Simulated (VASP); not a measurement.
Here is the system:

```
SrF2
1.0
    0.00000     2.88421     2.88421
    2.88421     0.00000     2.88421
    2.88421     2.88421     0.00000
Sr F
1 2
Direct
  0.00000   0.00000   0.00000
  0.75000   0.75000   0.75000
  0.25000   0.25000   0.25000
```

Method: PBE GGA, VASP's PBE PAW potentials (set 64) (plane waves; VASP). Numerical set-up: 560 eV cut-off, 14×14×14 Γ-centred mesh, Gaussian smearing of 0.050 eV, potentials Sr_sv F.

Energy and stress use the plane-wave basis of the starting cell.

Q: The ions, cell shape and volume are relaxed. Which structure does the run end with?

A: 
```
SrF2
1.0
    0.00000     2.93285     2.93285
    2.93285     0.00000     2.93285
    2.93285     2.93285     0.00000
Sr F
1 2
Direct
  0.00000   0.00000   0.00000
  0.75000   0.75000   0.75000
  0.25000   0.25000   0.25000
```
Space group Fm-3m (225), at a tolerance of 0.03 Å.

Q: How do energy and volume change from the first to the last step?

A: The energy (σ→0) changes by -9.0 meV/atom and the volume by +5.1 %, in 3 ionic steps.

The structure comes from a computed database's SrF2 entry; how it stands against other phases isn't given here. This run relaxes it. Symmetry was kept, so distortions that lower it aren't found. The run is one of a series of settings (EDIFF = 1E-09, EDIFFG = -0.005, ENCUT = 560, IBRION = 2, ISIF = 3, NSW = 50, KPOINTS 14×14×14 Γ-centred mesh against the base run), some of them coarse on purpose.
